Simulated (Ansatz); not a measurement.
# Li: the crystal squeezed far

Aim: compress Li (simple hexagonal type) step by step, far beyond the usual range, and follow pressure and electronic structure. Methods of the runs shown: LAPW, crystal datasets and norm-conserving. Companion runs by PAW are cited. Its runs: the reference run (LAPW); volume scaled by 1 (crystal datasets and norm-conserving); volume scaled by 0.92 (LAPW); volume scaled by 0.84 (LAPW); volume scaled by 0.76 (LAPW); volume scaled by 0.68 (LAPW); volume scaled by 0.6 (LAPW and crystal datasets); volume scaled by 0.52 (LAPW); volume scaled by 0.45 (LAPW, crystal datasets and norm-conserving).

Computed with Ansatz 0.2.0 (DFT PBE, with the methods named in each step, unless a step's input says otherwise).

1 further run of the same task is left out (it didn't finish). Runs told in other sessions of the task aren't counted.

## 1. The system as given

Symmetry: P6/mmm, No. 191, hexagonal system. The conventional cell has a = 2.939 Å, b = 2.939 Å, c = 2.713 Å, α = 90.00°, β = 90.00°, γ = 120.00°. Li (site symmetry 6/mmm) is surrounded by 8 Li at 2.71 to 2.94 Å.

Coordinates:

```
CELL_PARAMETERS angstrom
2.93876 0.00000 0.00000
-1.46938 2.54504 0.00000
0.00000 0.00000 2.71272
ATOMIC_POSITIONS crystal
Li 0.00000 0.00000 0.00000
```

Whether this phase is the stable one at these pressures isn't tested.

## 2. The reference volume, LAPW

input.yaml reads:

```yaml
crystal:
  lattice:
    - [2.9387646204, 0.0, 0.0]
    - [-1.4693823102, 2.545044817, 0.0]
    - [0.0, 0.0, 2.7127208782]
  atoms:
    - { symbol: Li, position: [0.0, 0.0, 0.0] }
kpoints:
  mp_grid: { grid: [16, 16, 15] }
  band_path:
    path:
      - [0.0, 0.0, 0.0]
      - [0.5, 0.0, 0.0]
      - [0.3333333333, 0.3333333333, 0.0]
      - [0.0, 0.0, 0.0]
      - [0.0, 0.0, 0.5]
      - [0.5, 0.0, 0.5]
      - [0.3333333333, 0.3333333333, 0.5]
      - [0.0, 0.0, 0.5]
      - [0.5, 0.0, 0.5]
    npoints: 14
scf:
  occupations: { method: fermi_dirac, width: 0.1 }
hamiltonian:
  xc: pbe
  pseudopotentials: { kind: all_electron, lapw: { basis_error: 0.001 } }
output:
  forces: true
  stress: true
  eigenvalues: true
  populations: true
  dos: { projected: true, de: 0.2, e_range: [-14, 8] }
```

Started as:

```
$ ansatz run input.yaml --threads 1 --pin off --max-ram 2048MiB --backend cpu --events-out ev --progress --plain --runs-dir out
```

## 3. Volume scaled by 1, crystal datasets

input.yaml reads:

```yaml
crystal:
  lattice:
    - [2.9387646204, 0.0, 0.0]
    - [-1.4693823102, 2.545044817, 0.0]
    - [0.0, 0.0, 2.7127208782]
  atoms:
    - { symbol: Li, position: [0.0, 0.0, 0.0] }
kpoints:
  mp_grid: { grid: [16, 16, 15] }
scf:
  occupations: { method: fermi_dirac, width: 0.1 }
hamiltonian:
  xc: pbe
  pseudopotentials: { kind: all_electron, datasets: crystal }
output:
  forces: true
  stress: true
  eigenvalues: true
```

## 4. Volume scaled by 1, norm-conserving

Changes to input.yaml since step 3:

```diff
@@ -13,3 +13,3 @@
   xc: pbe
-  pseudopotentials: { kind: all_electron, datasets: crystal }
+  pseudopotentials: { kind: nc }
 output:
```

## 5. Volume scaled by 0.92, LAPW

input.yaml reads:

```yaml
crystal:
  lattice:
    - [2.8596667449, 0.0, 0.0]
    - [-1.4298333724, 2.4765440474, 0.0]
    - [0.0, 0.0, 2.6356740021]
  atoms:
    - { symbol: Li, position: [0.0, 0.0, 0.0] }
kpoints:
  mp_grid: { grid: [16, 16, 15] }
  band_path:
    path:
      - [0.0, 0.0, 0.0]
      - [0.5, 0.0, 0.0]
      - [0.3333333333, 0.3333333333, 0.0]
      - [0.0, 0.0, 0.0]
      - [0.0, 0.0, 0.5]
      - [0.5, 0.0, 0.5]
      - [0.3333333333, 0.3333333333, 0.5]
      - [0.0, 0.0, 0.5]
      - [0.5, 0.0, 0.5]
    npoints: 8
scf:
  occupations: { method: fermi_dirac, width: 0.1 }
hamiltonian:
  xc: pbe
  pseudopotentials: { kind: all_electron, lapw: { basis_error: 0.001 } }
output:
  forces: true
  stress: true
  eigenvalues: true
  populations: true
  dos: { projected: true, de: 0.2, e_range: [-14, 8] }
```

## 6. Volume scaled by 0.84, LAPW

input.yaml reads:

```yaml
crystal:
  lattice:
    - [2.77630314, 0.0, 0.0]
    - [-1.38815157, 2.4043490478, 0.0]
    - [0.0, 0.0, 2.5531729403]
  atoms:
    - { symbol: Li, position: [0.0, 0.0, 0.0] }
kpoints:
  mp_grid: { grid: [16, 16, 15] }
scf:
  occupations: { method: fermi_dirac, width: 0.1 }
hamiltonian:
  xc: pbe
  pseudopotentials: { kind: all_electron, lapw: { basis_error: 0.001 } }
output:
  forces: true
  stress: true
  eigenvalues: true
  populations: true
```

## 7. Volume scaled by 0.76, LAPW

Changes to input.yaml since step 6:

```diff
@@ -2,5 +2,5 @@
   lattice:
-    - [2.77630314, 0.0, 0.0]
-    - [-1.38815157, 2.4043490478, 0.0]
-    - [0.0, 0.0, 2.5531729403]
+    - [2.6870326037, 0.0, 0.0]
+    - [-1.3435163018, 2.3270384956, 0.0]
+    - [0.0, 0.0, 2.466053167]
   atoms:
```

## 8. Volume scaled by 0.68, LAPW

Changes to input.yaml since step 7:

```diff
@@ -2,5 +2,5 @@
   lattice:
-    - [2.6870326037, 0.0, 0.0]
-    - [-1.3435163018, 2.3270384956, 0.0]
-    - [0.0, 0.0, 2.466053167]
+    - [2.5907034305, 0.0, 0.0]
+    - [-1.2953517152, 2.2436149845, 0.0]
+    - [0.0, 0.0, 2.3736037955]
   atoms:
```

## 9. Volume scaled by 0.6, LAPW

Changes to input.yaml since step 8:

```diff
@@ -2,5 +2,5 @@
   lattice:
-    - [2.5907034305, 0.0, 0.0]
-    - [-1.2953517152, 2.2436149845, 0.0]
-    - [0.0, 0.0, 2.3736037955]
+    - [2.4892912312, 0.0, 0.0]
+    - [-1.2446456156, 2.1557894437, 0.0]
+    - [0.0, 0.0, 2.2684778718]
   atoms:
```

## 10. Volume scaled by 0.6, crystal datasets

Changes to input.yaml since step 9:

```diff
@@ -13,3 +13,3 @@
   xc: pbe
-  pseudopotentials: { kind: all_electron, lapw: { basis_error: 0.001 } }
+  pseudopotentials: { kind: all_electron, datasets: crystal }
 output:
@@ -18,2 +18 @@
   eigenvalues: true
-  populations: true
```

## 11. Volume scaled by 0.52, LAPW

input.yaml reads:

```yaml
crystal:
  lattice:
    - [2.377298205, 0.0, 0.0]
    - [-1.1886491025, 2.0588006379, 0.0]
    - [0.0, 0.0, 2.1556127026]
  atoms:
    - { symbol: Li, position: [0.0, 0.0, 0.0] }
kpoints:
  mp_grid: { grid: [16, 16, 15] }
scf:
  occupations: { method: fermi_dirac, width: 0.1 }
hamiltonian:
  xc: pbe
  pseudopotentials: { kind: all_electron, lapw: { basis_error: 0.001 } }
output:
  forces: true
  stress: true
  eigenvalues: true
  populations: true
```

## 12. Volume scaled by 0.45, LAPW

input.yaml reads:

```yaml
crystal:
  lattice:
    - [2.2706942878, 0.0, 0.0]
    - [-1.1353471439, 1.9664789374, 0.0]
    - [0.0, 0.0, 2.0447013999]
  atoms:
    - { symbol: Li, position: [0.0, 0.0, 0.0] }
kpoints:
  mp_grid: { grid: [16, 16, 15] }
  band_path:
    path:
      - [0.0, 0.0, 0.0]
      - [0.5, 0.0, 0.0]
      - [0.3333333333, 0.3333333333, 0.0]
      - [0.0, 0.0, 0.0]
      - [0.0, 0.0, 0.5]
      - [0.5, 0.0, 0.5]
      - [0.3333333333, 0.3333333333, 0.5]
      - [0.0, 0.0, 0.5]
      - [0.5, 0.0, 0.5]
    npoints: 8
scf:
  occupations: { method: fermi_dirac, width: 0.1 }
hamiltonian:
  xc: pbe
  pseudopotentials: { kind: all_electron, lapw: { basis_error: 0.001 } }
output:
  forces: true
  stress: true
  eigenvalues: true
  populations: true
  dos: { projected: true, de: 0.2, e_range: [-14, 8] }
```

## 13. Volume scaled by 0.45, crystal datasets

input.yaml reads:

```yaml
crystal:
  lattice:
    - [2.2706942878, 0.0, 0.0]
    - [-1.1353471439, 1.9664789374, 0.0]
    - [0.0, 0.0, 2.0447013999]
  atoms:
    - { symbol: Li, position: [0.0, 0.0, 0.0] }
kpoints:
  mp_grid: { grid: [16, 16, 15] }
scf:
  occupations: { method: fermi_dirac, width: 0.1 }
hamiltonian:
  xc: pbe
  pseudopotentials: { kind: all_electron, datasets: crystal }
output:
  forces: true
  stress: true
  eigenvalues: true
```

## 14. Volume scaled by 0.45, norm-conserving

Changes to input.yaml since step 13:

```diff
@@ -13,3 +13,3 @@
   xc: pbe
-  pseudopotentials: { kind: all_electron, datasets: crystal }
+  pseudopotentials: { kind: nc }
 output:
```

(Steps that only read results are left out.)

What does the calculation give? Wanted: LAPW pressure at 0.45 of the volume; PAW pressure at 0.45 of the volume; crystal datasets pressure at 0.45 of the volume; norm-conserving pressure at 0.45 of the volume; fitted bulk modulus at zero pressure.

As calculated:

| quantity | value |
| --- | --- |
| LAPW pressure at 0.45 of the volume | 38.7 GPa |
| PAW pressure at 0.45 of the volume | 38.7 GPa |
| PAW (cutoff 800 eV) pressure at 0.45 of the volume | 38.7 GPa |
| crystal datasets pressure at 0.45 of the volume | 38.7 GPa |
| norm-conserving pressure at 0.45 of the volume | 38.7 GPa |
| fitted bulk modulus at zero pressure (LAPW) | 12.1 GPa |
| its pressure derivative | 3.61 |

In words: By LAPW the pressure climbs to 39 GPa at 0.45 of the first volume. One third-order Birch-Murnaghan curve follows these points (B₀ = 12.1 GPa, B′ = 3.61, misfit at most 0.08 GPa). A fit over so wide a range leans to the high pressures, so B₀ can be off by several per cent. Where LAPW's pressure is over 3 GPa, PAW's departs from it by at most 0.3 %, at 0.84 of the volume. The ions are at rest, and the electrons smeared by 0.1 eV.
